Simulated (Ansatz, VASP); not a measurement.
## Two plane-wave programs on BN

```
CELL_PARAMETERS angstrom
2.50644 0.00000 0.00000
-1.25322 2.17064 0.00000
0.00000 0.00000 30.23369
ATOMIC_POSITIONS crystal
B 0.66667 0.33333 0.28114
B 0.33333 0.66667 0.39057
B 0.66667 0.33333 0.50000
B 0.33333 0.66667 0.60943
B 0.66667 0.33333 0.71886
N 0.33333 0.66667 0.28114
N 0.66667 0.33333 0.39057
N 0.33333 0.66667 0.50000
N 0.66667 0.33333 0.60943
N 0.33333 0.66667 0.71886
```

Alike in both runs: functional PBE; dispersion D3(BJ); k mesh 12 × 12 × 1; occupations gaussian, width 0.05 eV; no spin polarisation.

Ansatz relaxed the structure, and its values are those at the end. VASP's run is a single point on that final structure, the one shown.

|  | VASP | Ansatz |
| --- | --- | --- |
| version | VASP 6.6.1 | Ansatz 0.2.0 |
| potentials or method | VASP PAW PBE potentials, release 64 (B, N) | scalar-relativistic, plane waves, PAW |
| plane-wave cutoff (eV) | 520 | 420 |
| valence electrons in the cell | 40 | 40 |

```csv
,VASP,Ansatz,Ansatz less VASP
gap on the k mesh at the Fermi level (eV),4.29,4.30,+0.007
least direct gap on the mesh (eV),4.64,4.65,+0.003
rms of the force components (eV/Å),0.009,0.009,-0.0001
```
